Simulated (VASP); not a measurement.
# C (Fd-3m) in VASP: a series of runs, part 2 of 2

VASP 6.6.1.

## 3. Born charges and dielectric tensor, PBE

INCAR

```
SYSTEM = C
PREC = Accurate
ENCUT = 520
EDIFF = 1E-8
ISMEAR = 0
SIGMA = 0.02
LREAL = .False.
LASPH = .True.
NELM = 80
ALGO = Fast
ISIF = 2
LWAVE = .False.
LCHARG = .False.
GGA = PE
LEPSILON = .True.
IBRION = 8
NSW = 1
```

KPOINTS

```
Automatic mesh
0
Gamma
  14 14 14
  0 0 0
```

POSCAR

```
C                                       
1.0
    0.0000000000      1.7867104381      1.7867104381
    1.7867104381      0.0000000000      1.7867104381
    1.7867104381      1.7867104381      0.0000000000
  C             
     2
Direct
     0.0000000000000000    0.0000000000000000    0.0000000000000000
     0.2500000000000000    0.2500000000000000    0.2500000000000000
```

Potentials or basis: VASP PAW PBE potentials, release 64 (C).

Launch:

```console
$ cat potpaw_PBE.64/C/POTCAR > POTCAR
$ mpirun -np 1 vasp_std > vasp.out
```

OUTCAR:

```text
SYSTEM = C
   PREC = Accurate
   ENCUT = 520
   EDIFF = 1E-8
   ISMEAR = 0
   LREAL = .False.
   LASPH = .True.
   NELM = 80
   ISIF = 2
   GGA = PE
   LEPSILON = .True.
   IBRION = 8
   NSW = 1

 ion  position               nearest neighbor table
   1  0.000  0.000  0.000-   2 1.55   2 1.55   2 1.55   2 1.55
   2  0.250  0.250  0.250-   1 1.55   1 1.55   1 1.55   1 1.55

  LATTYP: Found a face centered cubic cell.
 ALAT       =     3.5734208762

  Lattice vectors:

 A1 = (   0.0000000000,   1.7867104381,   1.7867104381)
 A2 = (   1.7867104381,   0.0000000000,   1.7867104381)
 A3 = (   1.7867104381,   1.7867104381,   0.0000000000)

Analysis of symmetry for initial positions (statically):
=====================================================================
 Subroutine PRICEL returns:
 Original cell was already a primitive cell.

 Routine SETGRP: Setting up the symmetry group for a
 face centered cubic supercell.

 Subroutine GETGRP returns: Found 48 space group operations
 (whereof 24 operations were pure point group operations)
 out of a pool of 48 trial point group operations.

The static configuration has the point symmetry T_d .
 The point group associated with its full space group is O_h .

Analysis of symmetry for dynamics (positions and initial velocities):
=====================================================================
 Subroutine PRICEL returns:
 Original cell was already a primitive cell.

 Routine SETGRP: Setting up the symmetry group for a
 face centered cubic supercell.

 Subroutine GETGRP returns: Found 48 space group operations
[... 521 lines left out ...]
  --------------------------------------------------------------------------------
  x    -0.00000     0.00000    -0.00000     0.00000    -0.00000     0.00000
  y     0.00000    -0.00000    -0.00000     0.00000     0.00000    -0.00000
  z     0.00000    -0.00000     0.00000    -0.00000     0.00000     0.00000

 BORN EFFECTIVE CHARGES (including local field effects) (in |e|, cummulative output)
 ---------------------------------------------------------------------------------
 ion    1
    1     0.00000     0.00000     0.00000
    2     0.00000    -0.00000    -0.00000
    3     0.00000    -0.00000     0.00000
 ion    2
    1    -0.00000    -0.00000    -0.00000
    2     0.00000     0.00000     0.00000
    3     0.00000     0.00000    -0.00000

 INTERNAL STRAIN TENSOR FOR ION    2 for displacements in x,y,z  (eV/Angst):
          X           Y           Z          XY          YZ          ZX
  --------------------------------------------------------------------------------
  x     0.00000     0.00000     0.00000     0.00000    -2.76570     0.00000
  y     0.00000     0.00000     0.00000     0.00000     0.00000    -2.76570
  z     0.00000     0.00000     0.00000    -2.76570     0.00000     0.00000

 SECOND DERIVATIVES (NOT SYMMETRIZED)
 ------------------------------------
               1X          1Y          1Z          2X          2Y          2Z
  1X   -36.821678    0.000000    0.000000   36.821678    0.000000    0.000000
  1Y     0.000000  -36.821678    0.000000    0.000000   36.821678    0.000000
  1Z     0.000000    0.000000  -36.821678    0.000000    0.000000   36.821678
  2X    36.821678    0.000000    0.000000  -36.821678    0.000000    0.000000
  2Y     0.000000   36.821678    0.000000    0.000000  -36.821678    0.000000
  2Z     0.000000    0.000000   36.821678    0.000000    0.000000  -36.821678

 Eigenvectors and eigenvalues of the dynamical matrix
 ----------------------------------------------------

   1 f  =   38.710424 THz   243.224768 2PiTHz 1291.240757 cm-1   160.093378 meV
             X         Y         Z           dx          dy          dz
      0.000000  0.000000  0.000000     0.000000   -0.707107    0.000000
      0.893355  0.893355  0.893355     0.000000    0.707107    0.000000
[... 21 lines left out ...]
   6 f  =    0.000000 THz     0.000000 2PiTHz    0.000000 cm-1     0.000000 meV
             X         Y         Z           dx          dy          dz
      0.000000  0.000000  0.000000     0.000000    0.000000    0.707107
      0.893355  0.893355  0.893355     0.000000    0.000000    0.707107

--------------------------------------------------------------------------------------------------------

 MACROSCOPIC STATIC DIELECTRIC TENSOR IONIC CONTRIBUTION
 ------------------------------------------------------
           0.000000    -0.000000     0.000000
          -0.000000     0.000000     0.000000
           0.000000     0.000000     0.000000
 ------------------------------------------------------

 ELASTIC MODULI CONTR FROM IONIC RELAXATION (kBar)
 Direction    XX          YY          ZZ          XY          YZ          ZX
 --------------------------------------------------------------------------------
 XX           0.0000      0.0000      0.0000      0.0000      0.0000      0.0000
 YY           0.0000      0.0000      0.0000      0.0000      0.0000      0.0000
 ZZ           0.0000      0.0000      0.0000      0.0000      0.0000      0.0000
 XY           0.0000      0.0000      0.0000    -29.1759      0.0000      0.0000
 YZ           0.0000      0.0000      0.0000      0.0000    -29.1759      0.0000
 ZX           0.0000      0.0000      0.0000      0.0000      0.0000    -29.1759
 --------------------------------------------------------------------------------

 PIEZOELECTRIC TENSOR IONIC CONTR  for field in x, y, z        (C/m^2)
          XX          YY          ZZ          XY          YZ          ZX
  --------------------------------------------------------------------------------
  x     0.00000     0.00000     0.00000     0.00000     0.00000     0.00000
  y     0.00000     0.00000     0.00000    -0.00000     0.00000    -0.00000
  z     0.00000     0.00000     0.00000     0.00000     0.00000    -0.00000
```

OSZICAR:

```text
N       E                     dE             d eps       ncg     rms          rms(c)
DAV:   1    -0.144493558257E+01   -0.14449E+01   -0.50978E+03  1744   0.996E+02
DAV:   2    -0.187155532647E+02   -0.17271E+02   -0.16471E+02  2688   0.108E+02
DAV:   3    -0.188136926117E+02   -0.98139E-01   -0.98139E-01  1768   0.107E+01
DAV:   4    -0.188138402061E+02   -0.14759E-03   -0.14759E-03  2368   0.430E-01
[... 13 lines left out ...]
RMM:   7    -0.111735068260E+00    0.37271E-05   -0.14849E-08 11174   0.721E-04    0.719E-05
RMM:   8    -0.111735395835E+00   -0.32757E-06   -0.45234E-08 11288   0.128E-04    0.189E-05
RMM:   9    -0.111735105414E+00    0.29042E-06    0.17666E-08 11273   0.357E-05    0.400E-06
RMM:  10    -0.111735105576E+00   -0.16253E-09   -0.16553E-08 11014   0.779E-06    0.405E-07
 Linear response finished
```

stdout:

```text
POSCAR found type information on POSCAR C
 POSCAR found :  1 types and       2 ions
 scaLAPACK will be used
 LDA part: xc-table for (Slater+PW92), standard interpolation
 POSCAR, INCAR and KPOINTS ok, starting setup
 FFT: planning ... GRIDC
 FFT: planning ... GRID_SOFT
 FFT: planning ... GRID
 WAVECAR not read
 entering main loop
 Linear response reoptimize wavefunctions to high precision
 Linear response G [H, r] |phi>, progress :
  Direction:   1
 Linear response G [H, r] |phi>, progress :
  Direction:   2
 Linear response G [H, r] |phi>, progress :
  Direction:   3
 Linear response to external field (no local field effect), progress :
  Direction:   1
 dielectric tensor                  component  1 :     6.992     2.692     0.765
 Linear response to external field (no local field effect), progress :
  Direction:   2
 dielectric tensor                  component  2 :     2.692     6.914    -1.024
 Linear response to external field (no local field effect), progress :
  Direction:   3
 dielectric tensor                  component  3 :     0.765    -1.024     3.988
 Linear response to external field, progress :
  Direction:   1
 dielectric tensor                  component  1 :     5.857     1.483     0.554
 Linear response to external field, progress :
  Direction:   2
 dielectric tensor                  component  2 :     1.211     5.857     0.070
 Linear response to external field, progress :
  Direction:   3
 dielectric tensor                  component  3 :     0.246     0.990     5.857
 Linear response DOF=           1
 Linear response progress:
 first order change of Fermi-energy   0.15038E-03
 force on displaced ion       1 direction 1 : -36.822   0.000   0.000
 Born effective charge ion    1 direction 1 :   0.000   0.000   0.000
 Born effective charges drift removed
 Linear response finished
```

It took 2.2 min on 1 thread of AMD EPYC 7R13 (Zen 3), shared host; peak memory 0.17 GiB.

Results:

```
Band gap on the k mesh                  : 4.12 eV, indirect (least direct gap 5.57 eV)
Electronic dielectric tensor (diagonal) : 5.86
Born charges (mean of the diagonal)     : C +0.00 e
Highest phonon frequency at Γ           : 1291 cm⁻¹
```

Phonon frequencies in cm⁻¹ (negative: imaginary):
```csv
q point,frequencies
"(0.000, 0.000, 0.000)",0 0 0 1291 1291 1291
```

Electronic dielectric tensor:
```
5.86 0.00 0.00
0.00 5.86 0.00
0.00 0.00 5.86
```

Born effective charge tensors (e):
atom 1, C
```
0.00 0.00 0.00
0.00 0.00 0.00
0.00 0.00 0.00
```
atom 2, C
```
0.00 0.00 0.00
0.00 0.00 0.00
0.00 0.00 0.00
```

A k mesh can miss the band edges. PBE gaps usually lie below the measured ones, often by a third to a half.
